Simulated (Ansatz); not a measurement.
TiO in Ansatz: the effect of Hubbard term

Crystal: TiO.

```
CELL_PARAMETERS angstrom
2.85161 0.00000 0.00000
-1.42580 2.46956 0.00000
0.00000 0.00000 5.56750
ATOMIC_POSITIONS crystal
Ti 0.66667 0.33333 0.75000
Ti 0.33333 0.66667 0.25000
O 0.00000 0.00000 0.50000
O 0.00000 0.00000 0.00000
```

The cell comes from a database or a generator and needn't be the stable form of this composition.

Alike in all runs:

* Program: Ansatz 0.2.0
* Task: band structure
* Functional: PBEsol
* Potentials or basis: Ansatz PAW
* Cutoff: 420 eV (not typed: the program's choice for these potentials)
* k mesh: 11 × 11 × 5
* Occupations: fermi-dirac, width 0.05 eV
* Spin: no spin polarisation
* Path: [["G", "M", "K", "G", "A", "L", "H", "A"], ["L", "M"], ["K", "H"]]
* Points for each segment of the path: 14
* Hubbard projectors: ortho-atomic (the default)
* Double counting: fll (the default)

One run gave: pressure -6.9 GPa. Which Hubbard term did it use?
A. Ti d U = 4 eV
B. Ti d U = 1 eV
C. Ti d U = 2 eV
D. Ti d U = 8 eV
E. none

C.

```tsv
Hubbard term	pressure (GPa)
none	-10.0
Ti d U = 1 eV	-8.5
Ti d U = 2 eV	-6.9
Ti d U = 3 eV	-5.2
Ti d U = 4 eV	-3.3
Ti d U = 5 eV	-0.6
Ti d U = 6 eV	7.8
Ti d U = 8 eV	25.7
```

Caveats: the PAW data sets come from PBE, with cores solved anew for the run's functional, which leaves a small shift of forces and pressure; U without spin polarisation on a metal has little footing (some runs).
